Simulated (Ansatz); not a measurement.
**BaTiO3 (P4mm): zone-centre modes under pressure**

Aim: how do the optical modes of BaTiO3 (P4mm) move with volume?

Method: DFT PBEsol, scalar-relativistic, plane waves, PAW; PAW set soft_1, in Ansatz 0.2.0.

The database entry behind the starting cell differs from later determinations by our own check (c/a about 0.6 % short), so it need not match the best structure at ambient conditions.

## Step 1: Set-up

Symmetry: P4mm, No. 99, tetragonal system. Conventional cell: a = 4.000 Å, b = 4.000 Å, c = 4.018 Å, α = 90.00°, β = 90.00°, γ = 90.00°. Nearest to O lie 2 Ti at 1.89 to 2.13 Å and 4 Ba at 2.83 Å. Nearest to O lie 2 Ti at 2.00 Å and 4 Ba at 2.79 to 2.88 Å. Ti has 6 O at 1.89 to 2.13 Å nearest. Nearest to Ba lie 12 O at 2.79 to 2.88 Å. Farther neighbours and most contacts between anions are not listed.

Coordinates:

```cif
data_structure
_symmetry_space_group_name_H-M 'P 1'
_symmetry_Int_Tables_number 1
_cell_length_a 3.9998
_cell_length_b 3.9998
_cell_length_c 4.0180
_cell_angle_alpha 90.000
_cell_angle_beta 90.000
_cell_angle_gamma 90.000
_cell_volume 64.28
loop_
_atom_site_label
_atom_site_type_symbol
_atom_site_fract_x
_atom_site_fract_y
_atom_site_fract_z
_atom_site_occupancy
O1 O 0.50000 0.50000 0.01900 1
O2 O 0.50000 0.00000 0.51700 1
O3 O 0.00000 0.50000 0.51700 1
Ti4 Ti 0.50000 0.50000 0.49000 1
Ba5 Ba 0.00000 0.00000 0.00000 1
```

## Step 2: Relaxation

Harmonic phonons are second derivatives at a point where the forces vanish, and they are wanted at zero stress, so atoms and cell are relaxed first.

File input.yaml:

```yaml
crystal:
  lattice:
    - [3.9998, 0.0, 0.0]
    - [0.0, 3.9998, 0.0]
    - [0.0, 0.0, 4.018]
  atoms:
    - { symbol: O, position: [0.5, 0.5, 0.019] }
    - { symbol: O, position: [0.5, 0.0, 0.517] }
    - { symbol: O, position: [0.0, 0.5, 0.517] }
    - { symbol: Ti, position: [0.5, 0.5, 0.49] }
    - { symbol: Ba, position: [0.0, 0.0, 0.0] }
kpoints:
  mp_grid: { grid: [8, 8, 8] }
hamiltonian:
  xc: pbesol
  pseudopotentials: { kind: paw, azcp: { folder: soft_1 }, xc_functional: pbe }
scf:
  occupations: { method: gaussian, width: 0.02 }
output:
  forces: true
  stress: true
  eigenvalues: true
  write_density: true
  write_potential: true
  elf: true
  volumetric_format: npy
relax:
  adjacent_minimum: "off"
  f_tol: 0.005
  max_steps: 80
  cell: { stress_tol: 0.05 }
```

Started as:

```bash
ansatz run input.yaml --threads 4 --pin off --max-ram 16384MiB --backend cpu --events-out ev --progress --plain --runs-dir out
```

Numbers of over 12 decimals in the logs are rounded to 6 here.

Output:

```text
Engine: ansatz 0.2.0, aarch64-unknown-linux-gnu
Pseudopotentials: kind: paw
Pseudopotential: O, paw, valence charge 6, recommended cutoff 420 eV (normal), soft_1/O.paw.azcp
Pseudopotential: Ti, paw, valence charge 12, recommended cutoff 420 eV (normal), soft_1/Ti.paw.azcp
Pseudopotential: Ba, paw, valence charge 10, recommended cutoff 420 eV (normal), soft_1/Ba.paw.azcp
Functional definition: PBEsol
  exchange = pbesol_x
  correlation = pbesol_c
Crystal: 5 atoms, lattice volume = 64.282 Å³
Basis set: ecut = 420 eV, 1237 PW (Γ), exchange–correlation on 54×54×54 points (8 copies of the dense FFT grid, shifted against one another)
Bands: 25, of which v1, the nominal top of the filled ones, is band 20 counted from 1 (19 counted from 0)
Symmetry: 8 space group operations
Space group: P4mm (ITA 99), of the structure as read, at distance tolerance 4.0e-5 Å
k-points: 75 of 512 (time reversal used)
Non-local potential: O, projectors of the file, l = 0: 2, l = 1: 2, l = 2: 1
Non-local potential: Ti, projectors of the file, l = 0: 3, l = 1: 2, l = 2: 3, l = 3: 1
Non-local potential: Ba, projectors of the file, l = 0: 3, l = 1: 2, l = 2: 2, l = 3: 2
PAW form: soft (Blöchl's): semilocal exchange-correlation on the pseudo side does not see the compensation charge
PAW frozen core: O, regenerated for the run's functional, and the local potential with it (the file was generated under x = pbe(κ = 0.804, μ = 0.219515), c = pbe(β = 0.066725))
PAW frozen core: Ti, regenerated for the run's functional, and the local potential with it (the file was generated under x = pbe(κ = 0.804, μ = 0.219515), c = pbe(β = 0.066725))
PAW frozen core: Ba, regenerated for the run's functional, and the local potential with it (the file was generated under x = pbe(κ = 0.804, μ = 0.219515), c = pbe(β = 0.066725))
PAW one-centre angular grid: O, 110 points (default); XC on 64 Gauss nodes
PAW one-centre angular grid: Ti, 590 points (default); XC on 64 Gauss nodes
PAW one-centre angular grid: Ba, 194 points (default); XC on 64 Gauss nodes
Initial density: superposition of atomic densities (chi_scale 0.1, normalization cell, long waves kept (reshape's long-wave potential 0.00 eV rms))
Initial wavefunctions: pseudopotential atomic-orbital guess
Functional: x = pbesol(κ = 0.804, μ = 0.123457), c = pbesol(β = 0.046)
SCF iter   1: F=—  HF=-10028.095161 eV  |F-HF|=—  |Δ(HF+E_count)|=         —  Δρ=5.74e-2  dr2=2.17e0  ethr=3.10e-3  ⟨swp⟩=7.9  Hψ=9464  notcnv=0
preconditioner: auto → Resta (q_TF=auto, 2.521 Å⁻¹)  ε∞=5.9  [insulator: Δε(μ)=2.139 eV  Ē_g=11.496 eV  σ=0.020 eV  W_gap=1.00  n_scr=18 (ndim 8)  ℏωp=25.4 eV  f_vac=0.000  D(μ)=0.00/eV (n_scr^D=0)  ε∞_Penn≈5.9]
SCF iter   2: F=—  HF=-10027.722115 eV  |F-HF|=—  |Δ(HF+E_count)|=   3.73e-1  Δρ=2.60e-2  dr2=6.62e-1  ethr=3.10e-3  ⟨swp⟩=2.1  Hψ=3368  notcnv=0  defer=75
SCF iter   3: F=—  HF=-10027.627637 eV  |F-HF|=—  |Δ(HF+E_count)|=   9.45e-2  Δρ=8.13e-3  dr2=6.85e-2  ethr=1.66e-3  ⟨swp⟩=2.2  Hψ=2995  notcnv=0  defer=75
SCF iter   4: F=—  HF=-10027.614380 eV  |F-HF|=—  |Δ(HF+E_count)|=   1.33e-2  Δρ=1.85e-3  dr2=1.67e-3  ethr=1.71e-4  ⟨swp⟩=2.3  Hψ=3322  notcnv=0  defer=75
SCF iter   5: F=—  HF=-10027.614861 eV  |F-HF|=—  |Δ(HF+E_count)|=   4.81e-4  Δρ=3.67e-4  dr2=7.74e-5  ethr=4.17e-6  ⟨swp⟩=3.0  Hψ=3792  notcnv=0  defer=75
SCF iter   6: F=—  HF=-10027.614502 eV  |F-HF|=—  |Δ(HF+E_count)|=   3.59e-4  Δρ=7.18e-5  dr2=3.29e-6  ethr=1.94e-7  ⟨swp⟩=2.2  Hψ=2869  notcnv=0  defer=75
SCF iter   7: F=-10027.614502 eV  HF=-10027.614502 eV  |F-HF|=1.15e-8  |Δ(HF+E_count)|=   5.45e-7  Δρ=1.23e-5  dr2=8.42e-8  ethr=2.50e-10  ⟨swp⟩=12.7  Hψ=14338  notcnv=0
SCF 1 converged in 7 iterations: F = -10027.614502 eV  dr2 = 8.42e-8
  greatest PAW one-centre occupation: 0.998 electrons in one spin orbital (limit 2), on the Ti atom at site 3 (counted from 0), in its partial waves of l = 0
relax step   1: F+E_penalty+E_count = -10027.61450245 eV  Δ(F+E_penalty+E_count) = +0.000e0 eV  max|allowed force component| = 3.525e-1 eV/Å  Δτ_max = 0.0000 Å  P = -3.794 GPa  Ω = 64.282 Å³  (7 SCF iters, dr2 threshold 1.00e-7 eV, accepted)
Crystal: 5 atoms, lattice volume = 62.846 Å³
Basis set: ecut = 420 eV, 1221 PW (Γ), exchange–correlation on 54×54×54 points (8 copies of the dense FFT grid, shifted against one another)
Initial density: handed on by an earlier stage of this run
Initial wavefunctions: those handed on with the density
iter 1 solved again at ethr=9.52e-6 eV; its pass at ethr=3.10e-3 eV (dr2=3.81e-3 eV) is discarded
SCF iter   1: F=—  HF=-10027.638403 eV  |F-HF|=—  |Δ(HF+E_count)|=         —  Δρ=2.85e-3  dr2=3.86e-3  ethr=9.52e-6  ⟨swp⟩=1.1  Hψ=10026  notcnv=0
preconditioner: auto → Resta (q_TF=auto, 2.530 Å⁻¹)  ε∞=5.8  [insulator: Δε(μ)=1.865 eV  Ē_g=12.077 eV  σ=0.020 eV  W_gap=1.00  n_scr=18 (ndim 8)  ℏωp=26.5 eV  f_vac=0.000  D(μ)=0.00/eV (n_scr^D=0)  ε∞_Penn≈5.8]
SCF iter   2: F=—  HF=-10027.637806 eV  |F-HF|=—  |Δ(HF+E_count)|=   5.97e-4  Δρ=9.64e-4  dr2=5.40e-4  ethr=9.52e-6  ⟨swp⟩=2.0  Hψ=2918  notcnv=0
SCF iter   3: F=—  HF=-10027.637751 eV  |F-HF|=—  |Δ(HF+E_count)|=   5.51e-5  Δρ=2.91e-4  dr2=6.32e-5  ethr=1.35e-6  ⟨swp⟩=2.4  Hψ=2760  notcnv=0
SCF iter   4: F=—  HF=-10027.637406 eV  |F-HF|=—  |Δ(HF+E_count)|=   3.44e-4  Δρ=5.21e-5  dr2=1.24e-6  ethr=1.58e-7  ⟨swp⟩=2.1  Hψ=2701  notcnv=0
iter 5 did not close the SCF: its close was put off for the readings that it lacked (scf_convergence_deferred on its scf_iter line)
SCF iter   5: F=-10027.637407 eV  HF=-10027.637407 eV  |F-HF|=4.06e-9  |Δ(HF+E_count)|=   2.93e-7  Δρ=7.87e-6  dr2=3.38e-8  ethr=3.10e-9  ⟨swp⟩=2.1  Hψ=2880  notcnv=0
SCF iter   6: F=-10027.637407 eV  HF=-10027.637407 eV  |F-HF|=2.55e-11  |Δ(HF+E_count)|=   1.18e-8  Δρ=1.64e-6  dr2=1.85e-9  ethr=8.44e-11  ⟨swp⟩=5.1  Hψ=10866  notcnv=0
SCF 2 converged in 6 iterations: F = -10027.637407 eV  dr2 = 1.85e-9
relax step   2: F+E_penalty+E_count = -10027.63740666 eV  Δ(F+E_penalty+E_count) = -2.290e-2 eV  max|allowed force component| = 1.182e-1 eV/Å  Δτ_max = 0.0094 Å  P = +0.193 GPa  Ω = 62.846 Å³  energy of the carried Pulay correction = +3.798e-3 eV  (6 SCF iters, dr2 threshold 5.00e-7 eV, accepted)
Crystal: 5 atoms, lattice volume = 62.932 Å³
iter 1 solved again at ethr=6.76e-7 eV; its pass at ethr=3.10e-3 eV (dr2=2.70e-4 eV) is discarded
SCF iter   1: F=—  HF=-10027.638083 eV  |F-HF|=—  |Δ(HF+E_count)|=         —  Δρ=6.36e-4  dr2=2.67e-4  ethr=6.76e-7  ⟨swp⟩=2.0  Hψ=9760  notcnv=0
preconditioner: auto → Resta (q_TF=auto, 2.530 Å⁻¹)  ε∞=5.8  [insulator: Δε(μ)=1.837 eV  Ē_g=12.058 eV  σ=0.020 eV  W_gap=1.00  n_scr=18 (ndim 8)  ℏωp=26.5 eV  f_vac=0.000  D(μ)=0.00/eV (n_scr^D=0)  ε∞_Penn≈5.8]
SCF iter   2: F=—  HF=-10027.637694 eV  |F-HF|=—  |Δ(HF+E_count)|=   3.89e-4  Δρ=3.27e-4  dr2=8.05e-5  ethr=6.68e-7  ⟨swp⟩=2.0  Hψ=2799  notcnv=0
SCF iter   3: F=—  HF=-10027.637671 eV  |F-HF|=—  |Δ(HF+E_count)|=   2.31e-5  Δρ=5.44e-5  dr2=2.07e-6  ethr=2.01e-7  ⟨swp⟩=2.0  Hψ=2740  notcnv=0
iter 4 did not close the SCF: its close was put off for the readings that it lacked (scf_convergence_deferred on its scf_iter line)
SCF iter   4: F=-10027.637671 eV  HF=-10027.637671 eV  |F-HF|=1.21e-8  |Δ(HF+E_count)|=   1.76e-7  Δρ=1.55e-5  dr2=1.22e-7  ethr=5.18e-9  ⟨swp⟩=2.2  Hψ=2873  notcnv=0
iter 5 did not close the SCF: its close was put off for the readings that it lacked (scf_convergence_deferred on its scf_iter line)
SCF iter   5: F=-10027.637671 eV  HF=-10027.637671 eV  |F-HF|=5.46e-11  |Δ(HF+E_count)|=   3.51e-8  Δρ=3.74e-6  dr2=6.18e-9  ethr=3.05e-10  ⟨swp⟩=2.1  Hψ=2745  notcnv=0
SCF iter   6: F=-10027.637671 eV  HF=-10027.637671 eV  |F-HF|=4.07e-10  |Δ(HF+E_count)|=   1.75e-9  Δρ=1.32e-6  dr2=8.77e-10  ethr=1.54e-11  ⟨swp⟩=5.0  Hψ=10313  notcnv=0
SCF 3 converged in 6 iterations: F = -10027.637671 eV  dr2 = 8.77e-10
relax step   3: F+E_penalty+E_count = -10027.63767080 eV  Δ(F+E_penalty+E_count) = -2.641e-4 eV  max|allowed force component| = 1.427e-1 eV/Å  Δτ_max = 0.0063 Å  P = +0.033 GPa  Ω = 62.932 Å³  energy of the carried Pulay correction = +3.568e-3 eV  (6 SCF iters, dr2 threshold 5.00e-7 eV, accepted)
[... from here on, the SCF cycles and remarks between the steps are left out ...]
relax step   4: F+E_penalty+E_count = -10027.63811806 eV  Δ(F+E_penalty+E_count) = -4.473e-4 eV  max|allowed force component| = 1.392e-1 eV/Å  Δτ_max = 0.0026 Å  P = -0.049 GPa  Ω = 62.983 Å³  energy of the carried Pulay correction = +3.431e-3 eV  (6 SCF iters, dr2 threshold 5.00e-7 eV, accepted)
relax step   5: F+E_penalty+E_count = -10027.63912943 eV  Δ(F+E_penalty+E_count) = -1.011e-3 eV  max|allowed force component| = 1.097e-1 eV/Å  Δτ_max = 0.0103 Å  P = -0.159 GPa  Ω = 63.127 Å³  energy of the carried Pulay correction = +3.048e-3 eV  (6 SCF iters, dr2 threshold 5.00e-7 eV, accepted)
relax step   6: F+E_penalty+E_count = -10027.64079012 eV  Δ(F+E_penalty+E_count) = -1.661e-3 eV  max|allowed force component| = 1.803e-2 eV/Å  Δτ_max = 0.0194 Å  P = +0.033 GPa  Ω = 63.290 Å³  energy of the carried Pulay correction = +2.613e-3 eV  (6 SCF iters, dr2 threshold 5.00e-7 eV, accepted)
relax step   7: F+E_penalty+E_count = -10027.64076693 eV  Δ(F+E_penalty+E_count) = +2.319e-5 eV  max|allowed force component| = 3.640e-3 eV/Å  Δτ_max = 0.0025 Å  P = -0.023 GPa  Ω = 63.323 Å³  energy of the carried Pulay correction = +2.527e-3 eV  (6 SCF iters, dr2 threshold 4.20e-8 eV, accepted)
relax step   8: F+E_penalty+E_count = -10027.64080844 eV  Δ(F+E_penalty+E_count) = -4.151e-5 eV  max|allowed force component| = 7.646e-4 eV/Å  Δτ_max = 0.0003 Å  P = +0.010 GPa  Ω = 63.308 Å³  energy of the carried Pulay correction = +2.566e-3 eV  (6 SCF iters, accepted)
relax step   9: F+E_penalty+E_count = -10027.63863872 eV  Δ(F+E_penalty+E_count) = +2.170e-3 eV  max|allowed force component| = 7.096e-4 eV/Å  Δτ_max = 0.0000 Å  P = -0.047 GPa  Ω = 63.308 Å³  stress off target by 7.53e-2 GPa  SCF on the basis re-selected at this cell (its energy is not comparable with the rows above)  (6 SCF iters)
relax step  10: F+E_penalty+E_count = -10027.63867211 eV  Δ(F+E_penalty+E_count) = -3.340e-5 eV  max|allowed force component| = 1.413e-3 eV/Å  Δτ_max = 0.0004 Å  P = -0.002 GPa  Ω = 63.298 Å³  energy of the carried Pulay correction = +2.556e-5 eV  (6 SCF iters, accepted)
iter 1 solved again at ethr=2.11e-8 eV; its pass at ethr=3.10e-3 eV (dr2=8.46e-6 eV) is discarded
SCF iter   1: F=—  HF=-10027.638775 eV  |F-HF|=—  |Δ(HF+E_count)|=         —  Δρ=1.16e-5  dr2=4.33e-8  ethr=2.11e-8  ⟨swp⟩=3.7  Hψ=13993  notcnv=0
preconditioner: auto → Resta (q_TF=auto, 2.527 Å⁻¹)  ε∞=5.7  [insulator: Δε(μ)=1.853 eV  Ē_g=12.119 eV  σ=0.020 eV  W_gap=1.00  n_scr=18 (ndim 8)  ℏωp=26.4 eV  f_vac=0.000  D(μ)=0.00/eV (n_scr^D=0)  ε∞_Penn≈5.7]
SCF iter   2: F=—  HF=-10027.638624 eV  |F-HF|=—  |Δ(HF+E_count)|=   1.51e-4  Δρ=5.81e-6  dr2=9.53e-9  ethr=1.08e-10  ⟨swp⟩=2.6  Hψ=3474  notcnv=0
SCF iter   3: F=—  HF=-10027.638624 eV  |F-HF|=—  |Δ(HF+E_count)|=  5.20e-10  Δρ=3.90e-6  dr2=4.17e-9  ethr=2.38e-11  ⟨swp⟩=1.0  Hψ=1875  notcnv=0
SCF iter   4: F=—  HF=-10027.638624 eV  |F-HF|=—  |Δ(HF+E_count)|=  7.46e-10  Δρ=1.38e-6  dr2=6.49e-10  ethr=1.04e-11  ⟨swp⟩=1.1  Hψ=1884  notcnv=0
SCF iter   5: F=—  HF=-10027.638624 eV  |F-HF|=—  |Δ(HF+E_count)|=  4.91e-11  Δρ=5.99e-7  dr2=1.34e-10  ethr=1.62e-12  ⟨swp⟩=1.1  Hψ=1884  notcnv=0
SCF iter   6: F=-10027.638624 eV  HF=-10027.638624 eV  |F-HF|=2.18e-11  |Δ(HF+E_count)|=  1.82e-12  Δρ=3.40e-7  dr2=4.06e-11  ethr=1.00e-12  ⟨swp⟩=5.0  Hψ=7349  notcnv=0
SCF 11 converged in 6 iterations: F = -10027.638624 eV  dr2 = 4.06e-11
relax step  11: F+E_penalty+E_count = -10027.63862388 eV  Δ(F+E_penalty+E_count) = +4.823e-5 eV  max|allowed force component| = 1.404e-3 eV/Å  Δτ_max = 0.0000 Å  P = -0.002 GPa  Ω = 63.298 Å³  stress off target by 7.02e-3 GPa  SCF on the basis re-selected at this cell (its energy is not comparable with the rows above)  (6 SCF iters)
basis re-selected at this cell: Δ(F+E_penalty+E_count) = +4.823e-5 eV, ΔP = -0.000 GPa vs the last step (what re-selecting the basis moved, of the pressure what is left beyond the Pulay correction that the steps carried, after the strain that the cell walked since its last selection, with what the two solves' SCF thresholds leave and, on support functions, any second-order correction that the steps lacked; it is no m [...]
SCF converged after 6 iterations
Free energy (F): -10027.638624 eV
Harris-Foulkes:  -10027.638624 eV  (|F-HF|=2.18e-11)
Internal energy: -10027.638624 eV  (E = F + TS)
E sigma→0 (E₀):  -10027.638624 eV
Fermi energy:    11.338449 eV
--- Per-component energies (eV) ---
  E_band       = -137.131024
  E_kinetic    = 945.993799
  E_local      = -2168.612638  (includes V_loc(G=0)·N_el)
  E_nonlocal   = 311.062411
  E_hartree    = 833.195396
  E_xc         = -527.624621
  E_vxc        = -550.334506  (∫ρ·V_xc dr)
  E_paw        = -6595.397159  (= ΣΔE_a)
  E_vpaw       = -341.633000  (= ΣTr[D̂ρ^β])
  E_aug_tail   = 0.002220  (compensation charges beyond the density's cutoff)
  E_ewald      = -2826.654719
  E_core_change = 0.396686  (= ΣΔE_core)
  E_smearing   = -0.000000  (= −TS)
  E_closure    = -0.000000  (closes the sum)
  Σ components = -10027.638624   (vs F -10027.638624, Δ=0.00e0)
--- Forces (eV/Å), atoms counted from 1 ---
  atom   1  O      0.00000000    -0.00000000    -0.00140403
  atom   2  O     -0.00000000    -0.00000000     0.00075277
  atom   3  O      0.00000000     0.00000000     0.00075277
  atom   4  Ti     0.00000000    -0.00000000    -0.00051405
  atom   5  Ba    -0.00000000    -0.00000000     0.00041394
  max |Σ_I F_I| component: 1.39e-6 eV/Å
--- Stress (GPa, compression-positive) ---
       -0.007018       0.000000       0.000000
        0.000000      -0.007018      -0.000000
        0.000000      -0.000000       0.006733
  P = ⅓ Tr σ = -0.0024 GPa (-0.024 kbar)
--- Band table (eV; the first three rows and the last of 75) ---
  k-point 0: bands = [... 16 lower, 9.1223, 9.9565, 10.0456, 10.0456, 12.2649, 12.6439, 12.6439, 14.6940, ... 1 higher]
  k-point 1: bands = [... 16 lower, 8.9949, 9.6449, 9.9989, 9.9989, 12.2831, 12.8753, 12.8753, 14.6913, ... 1 higher]
  k-point 2: bands = [... 16 lower, 8.7169, 9.0508, 9.8828, 9.8828, 12.3279, 13.3951, 13.3951, 14.6898, ... 1 higher]
  k-point 74: bands = [... 16 lower, 7.9727, 10.1891, 10.1891, 10.4120, 14.7274, 14.7274, 14.7774, 16.9183, ... 1 higher]
--- Relaxed structure (9 steps of the walk, 9 accepted, 2 SCFs on fresh bases) ---
  F+E_penalty+E_count = -10027.63862388 eV   max|allowed force component| = 1.404e-3 eV/Å   (the final SCF, on the basis selected at the relaxed cell)
  cell:  # Å, volume = 63.2982 Å³
    - [3.955736, 0, 1.5861919895675808e-18]
    - [0, 3.955736, 0]
    - [1.5934095239968309e-18, 0, 4.045172]
  atoms:
    - { symbol: O, position: [0.5, 0.5, 0.027907] }
    - { symbol: O, position: [0.5, 0, 0.517176] }
    - { symbol: O, position: [0, 0.5, 0.517176] }
    - { symbol: Ti, position: [0.5, 0.5, 0.482797] }
    - { symbol: Ba, position: [-4.0141353154615215e-19, 0, -0.00205671] }
```

Wall time 44 s (4 threads of Arm Neoverse V1, shared host); peak memory 0.51 GiB.

Step by step:

```tsv
step	energy less that of the first step (eV)	largest force component (eV/Å)	pressure (GPa)	volume (Å³)
1	0.0000	0.3525	-3.79	64.28
2	-0.0229	0.1182	0.19	62.85
3	-0.0232	0.1427	0.03	62.93
4	-0.0236	0.1392	-0.05	62.98
5	-0.0246	0.1097	-0.16	63.13
6	-0.0263	0.0180	0.03	63.29
7	-0.0263	0.0036	-0.02	63.32
8	-0.0263	0.0008	0.01	63.31
9*	-0.0241	0.0007	-0.05	63.31
10	-0.0242	0.0014	0.00	63.30
11*	-0.0241	0.0014	0.00	63.30
```

Relaxation steps marked * repeat the geometry before them on a plane-wave basis chosen anew for their cell, so energy and pressure can jump there.

The run keeps the 8 symmetry operations that it works with, so distortions that break them were not tested.

```tsv
conventional cell, symmetrised	before	after	change
a (Å)	4.000	3.956	-1.1 %
b (Å)	4.000	3.956	-1.1 %
c (Å)	4.018	4.045	+0.7 %
volume (Å³/atom)	12.86	12.66	-1.5 %
```

The atoms that moved most (Å, as changes of fractional coordinates times the final cell):

```tsv
atom	dx	dy	dz	length
O1	0.000	0.000	0.036	0.036
Ti4	0.000	0.000	-0.029	0.029
Ba5	0.000	0.000	-0.008	0.008
```

Final coordinates:

```cif
data_structure
_symmetry_space_group_name_H-M 'P 1'
_symmetry_Int_Tables_number 1
_cell_length_a 3.9557
_cell_length_b 3.9557
_cell_length_c 4.0452
_cell_angle_alpha 90.000
_cell_angle_beta 90.000
_cell_angle_gamma 90.000
_cell_volume 63.30
loop_
_atom_site_label
_atom_site_type_symbol
_atom_site_fract_x
_atom_site_fract_y
_atom_site_fract_z
_atom_site_occupancy
O1 O 0.50000 0.50000 0.02791 1
O2 O 0.50000 0.00000 0.51718 1
O3 O 0.00000 0.50000 0.51718 1
Ti4 Ti 0.50000 0.50000 0.48280 1
Ba5 Ba 0.00000 0.00000 0.99794 1
```

Numbers from this step:

| Property | Result |
| --- | --- |
| pressure | -0.002434 GPa |
| gap on the k-mesh | 1.853 eV |
| volume per atom | 12.66 Å³ |

Valence density in the ac plane at fractional y = 0.500, with atoms of O and Ti within 0.2 Å of it. It is the smooth field of the valence electrons, not physical close to the nuclei.

Ten even steps from '0' (0 e/Å³) to '9' (11 e/Å³), each cell a mean:
```
00000134210000
00000011100000
00000000000000
00000000000000
21000012100001
53100245410014
74101489720025
53100379720013
11000134310001
00000011100000
00000001000000
00000112100000
00000246410000
00000257410000
```
Columns run along a (4.0 Å), rows up along c (4.0 Å). Atoms in or near the plane, at fractional coordinates: O at (0.50, 0.03), O at (0.00, 0.52), Ti at (0.50, 0.48).

Electrostatic potential energy in the ac plane at fractional y = 0.500, with atoms of O and Ti within 0.2 Å of it. With pseudopotentials it is smooth inside the atoms' cores, unlike the true potential.

Ten even steps from '0' (-33 eV) to '9' (15 eV), each cell a mean:
```
99999521279999
99999865799999
99999988999999
99999877789999
35897422358974
01685200036841
00474000015730
01674000015841
56886200137886
99998533368999
99999876789999
99999742489999
99999310159999
99998300059999
```
Columns run along a (4.0 Å; values clipped at the 3rd and 97th percentile), rows up along c (4.0 Å). Atoms in or near the plane, at fractional coordinates: O at (0.50, 0.03), O at (0.00, 0.52), Ti at (0.50, 0.48).

ELF in the ac plane at fractional y = 0.500, with atoms of O and Ti within 0.2 Å of it. It is the smooth field of the valence electrons, not physical close to the nuclei.

Ten even steps from '_' (0.01) to '@' (0.82), each cell a mean:
```
______--%%@@@@%%@@@@##::____
______..++@@@@@@@@%%==..____
==--..__..--++++==--....::==
%%##++::____......____::**%%
@@@@%%==..--**##**::..++@@@@
##%%@@==::##@@@@%%++::**@@%%
==##@@====%%%%##%%##--**@@**
##%%@@==--%%%%##%%##::++@@%%
@@@@##::..**%%%%%%==..==%%@@
%%##==..__::====--..__::++##
--::....--==++++++==::....::
______::**@@@@@@@@%%++..____
____..==%%@@##++%%@@##--____
____..++%%@@**==##@@%%--____
```
Columns run along a (4.0 Å), rows up along c (4.0 Å). Atoms in or near the plane, at fractional coordinates: O at (0.50, 0.03), O at (0.00, 0.52), Ti at (0.50, 0.48).

In this step the volume went from 12.86 to 12.66 Å³/atom.

[end of part 1 of 3]

[Logs are printed without paths, hosts, clocks, repeated set-up lines and the standing remarks that a program may print on its own settings, such as how far it seeks lower states.]

[Hosts, paths, dates, database ids (printed as entryN), source tags and the programs' standing remarks are cut or masked in the printed files.]
